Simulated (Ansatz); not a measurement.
# Si, 64 atoms: a single-point run on a GPU

Wanted: the ground state of Si in a cell of 64 atoms at the typed geometry; the run's time is noted too.

Program: Ansatz 0.2 early development. Level of theory: run time, single point, r2SCAN0, PAW. These are calculated values, not measurements.

**1. The system as given**

It holds 64 Si; a = 10.862 Å, b = 10.862 Å, c = 10.862 Å, α = 90.00°, β = 90.00°, γ = 90.00°; 20.02 Å³ an atom; space group P1.

Cell or atoms stand a little off a more symmetric structure (Fd-3m at a tolerance of 0.3 Å), so results at this geometry aren't those of that ideal crystal.

**2. The run**

The input, input.yaml:

```yaml
crystal:
  lattice:
    - [10.862000, 0.000000, 0.000000]
    - [0.000000, 10.862000, 0.000000]
    - [0.000000, 0.000000, 10.862000]
  atoms:
    - { symbol: Si, position: [0.00456484, -0.00243894, -0.00253492] }
    - { symbol: Si, position: [-0.00117631, 0.25335559, 0.24548455] }
    - { symbol: Si, position: [0.24573829, -0.00404942, 0.24912144] }
    - { symbol: Si, position: [0.25227450, 0.25447435, 0.00385130] }
    - { symbol: Si, position: [0.12867560, 0.12039783, 0.12878997] }
    - { symbol: Si, position: [0.12177833, 0.37942438, 0.37401375] }
    - { symbol: Si, position: [0.37215459, 0.12104720, 0.37046447] }
    - { symbol: Si, position: [0.37895490, 0.37821874, 0.12255759] }
    - { symbol: Si, position: [0.00182628, -0.00227095, 0.50268918] }
    - { symbol: Si, position: [-0.00442551, 0.25117235, 0.75447531] }
    - { symbol: Si, position: [0.24931413, 0.00000409, 0.75069396] }
    - { symbol: Si, position: [0.25460225, 0.24881974, 0.49604929] }
    - { symbol: Si, position: [0.12449992, 0.12727806, 0.62131948] }
    - { symbol: Si, position: [0.12052661, 0.37177542, 0.87616840] }
    - { symbol: Si, position: [0.37665282, 0.12895699, 0.87956377] }
    - { symbol: Si, position: [0.37904747, 0.37057337, 0.62728161] }
    - { symbol: Si, position: [-0.00269581, 0.50460233, -0.00283898] }
    - { symbol: Si, position: [-0.00335279, 0.74552758, 0.24557225] }
    - { symbol: Si, position: [0.25355979, 0.50404552, 0.24949180] }
    - { symbol: Si, position: [0.25243548, 0.74665001, 0.00404357] }
    - { symbol: Si, position: [0.12081262, 0.62743201, 0.12856496] }
    - { symbol: Si, position: [0.12364357, 0.87364747, 0.37365138] }
    - { symbol: Si, position: [0.37953692, 0.62518323, 0.37041554] }
    - { symbol: Si, position: [0.37518732, 0.87599822, 0.12288297] }
    - { symbol: Si, position: [-0.00458519, 0.49788660, 0.50298408] }
    - { symbol: Si, position: [0.00099423, 0.75308823, 0.75437286] }
    - { symbol: Si, position: [0.25432899, 0.49614200, 0.75032161] }
    - { symbol: Si, position: [0.24789023, 0.75437158, 0.49587026] }
    - { symbol: Si, position: [0.12121468, 0.62040513, 0.62155649] }
    - { symbol: Si, position: [0.12808520, 0.87951305, 0.87652660] }
    - { symbol: Si, position: [0.37799030, 0.62086846, 0.87959755] }
    - { symbol: Si, position: [0.37114423, 0.87847569, 0.62694894] }
    - { symbol: Si, position: [0.49800329, -0.00258903, -0.00312424] }
    - { symbol: Si, position: [0.50437030, 0.25153046, 0.24568927] }
    - { symbol: Si, position: [0.75087053, -0.00037025, 0.24986552] }
    - { symbol: Si, position: [0.74540537, 0.24918546, 0.00420906] }
    - { symbol: Si, position: [0.62531345, 0.12694524, 0.12831635] }
    - { symbol: Si, position: [0.62951385, 0.37205323, 0.37329795] }
    - { symbol: Si, position: [0.87352338, 0.12875262, 0.37039698] }
    - { symbol: Si, position: [0.87086666, 0.37069071, 0.12322237] }
    - { symbol: Si, position: [0.50254174, 0.00457980, 0.50325922] }
    - { symbol: Si, position: [0.50347837, 0.24545380, 0.75424145] }
    - { symbol: Si, position: [0.74656192, 0.00421072, 0.74994713] }
    - { symbol: Si, position: [0.74740759, 0.24640437, 0.49571858] }
    - { symbol: Si, position: [0.62910611, 0.12774177, 0.62181631] }
    - { symbol: Si, position: [0.62653431, 0.37329415, 0.87687469] }
    - { symbol: Si, position: [0.87049851, 0.12555666, 0.87960087] }
    - { symbol: Si, position: [0.87462567, 0.37562950, 0.62660337] }
    - { symbol: Si, position: [0.50459795, 0.49822615, -0.00338880] }
    - { symbol: Si, position: [0.49918949, 0.75280042, 0.24583485] }
    - { symbol: Si, position: [0.74561091, 0.49635897, 0.25024013] }
    - { symbol: Si, position: [0.75194153, 0.75423986, 0.00434668] }
    - { symbol: Si, position: [0.62888878, 0.62044285, 0.12804576] }
    - { symbol: Si, position: [0.62205637, 0.87957182, 0.37295578] }
    - { symbol: Si, position: [0.87186976, 0.62071708, 0.37040890] }
    - { symbol: Si, position: [0.87875025, 0.87870961, 0.12357355] }
    - { symbol: Si, position: [0.50216384, 0.49711003, 0.50351277] }
    - { symbol: Si, position: [0.49569215, 0.75187842, 0.75408194] }
    - { symbol: Si, position: [0.74894625, 0.49925786, 0.74957300] }
    - { symbol: Si, position: [0.75457939, 0.74955658, 0.49559527] }
    - { symbol: Si, position: [0.62487369, 0.62659953, 0.62209722] }
    - { symbol: Si, position: [0.62045316, 0.87235057, 0.87721036] }
    - { symbol: Si, position: [0.87629798, 0.62852340, 0.87957372] }
    - { symbol: Si, position: [0.87921237, 0.87083660, 0.62624717] }
kpoints:
  mp_grid:
    grid: [1, 1, 1]
    shift: [0, 0, 0]
hamiltonian:
  xc: r2scan0
  dispersion: none
  pseudopotentials:
    kind: paw
scf:
  occupations:
    method: fixed
output:
  forces: true
```

Run with:

```sh
ansatz run input --backend cuda --devices 1 --progress --threads 11 --events-out ev
```

Q: Predict the outcome of this session. Wanted: free energy; electrons solved for; SCF passes in all; gap on the k mesh; largest force.

The runs gave:

| quantity | value |
| --- | --- |
| time per pass of the first SCF | 0.35 s |
| free energy | -40882.1075 eV (-638.7829 eV/atom) |
| electrons solved for | 256 |
| SCF passes in all | 36 |
| gap on the k mesh | 2.01 eV |
| largest force | 1.348 eV/Å |
| cycles of the exchange loop | 5 |
| wall time | 21 s (1 × NVIDIA GB300 Max-Q with 11 threads of Arm Neoverse V2 (Grace), shared host) |

What this shows: The largest share of the engine's clock (78 %) was the work after the first SCF. Force components up to 1.13 eV/Å show that the atoms are not at rest in this geometry. With sampling this coarse (it equals a supercell 11 Å thick at its thinnest) the numbers aren't converged for the crystal.
